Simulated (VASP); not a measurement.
Wanted: the native input for a VASP 6.6.1 run.

* Task: single point
* Functional: RPBE
* Potentials or basis: VASP PAW PBE potentials, release 64 (Nd_3), 4f in core
* Cutoff: 600 eV
* k mesh: 9 × 9 × 9
* Occupations: gaussian, width 0.1 eV
* Spin: collinear spin, ferromagnetic start
* Starting moments: [3.0] μB
* Further INCAR settings: ALGO = Normal; EDIFF = 1e-07

The structure of Nd lies in POSCAR:

```
Nd
1.0
    0.0000000000      2.6049204508      2.6049204508
    2.6049204508      0.0000000000      2.6049204508
    2.6049204508      2.6049204508      0.0000000000
Nd
1
Direct
    0.0000000000      0.0000000000      0.0000000000
```

This isn't the form of Nd at room conditions, which is double hcp.

These files were run (other wordings do the same):

INCAR

```
SYSTEM = Nd
  PREC = Accurate
  ENCUT = 600
  EDIFF = 1E-7
  ISMEAR = 0
  SIGMA = 0.1
  LREAL = .FALSE.
  LASPH = .TRUE.
  NELM = 150
  ALGO = Normal
  ISIF = 2
  LWAVE = .FALSE.
  LCHARG = .FALSE.
  ISPIN = 2
  MAGMOM = 3
  LORBIT = 11
  LMAXMIX = 6
  GGA = RP
```

KPOINTS

```
Automatic mesh
0
G
  9 9 9
  0 0 0
```

Potentials or basis: VASP PAW PBE potentials, release 64 (Nd_3), 4f in core.

Command:

```sh
$ cat potpaw_PBE.64/Nd_3/POTCAR > POTCAR
$ mpirun -np 1 vasp_std > vasp.out
```

It gave:

- Pressure: 1.6 GPa
- Band gap on the k mesh: none (metal or under the smearing width)
- Net moment: 0.00 μB per cell
- Valence electrons inside the program's atomic spheres: Nd 8.89

Caveat: the magnetic or orbital state may not be the lowest; the PAW data sets were made with another functional, which shifts forces and pressure a little; spin-orbit coupling is left out, which moves the levels of the heavy elements; the 4f electrons are frozen in the core as for a trivalent ion, so they carry no moment and show no levels.

Run time: 25 s on 1 thread of Intel(R) Xeon(R) Platinum 8559C (Emerald Rapids) (shared host), peak memory 0.2 GiB.
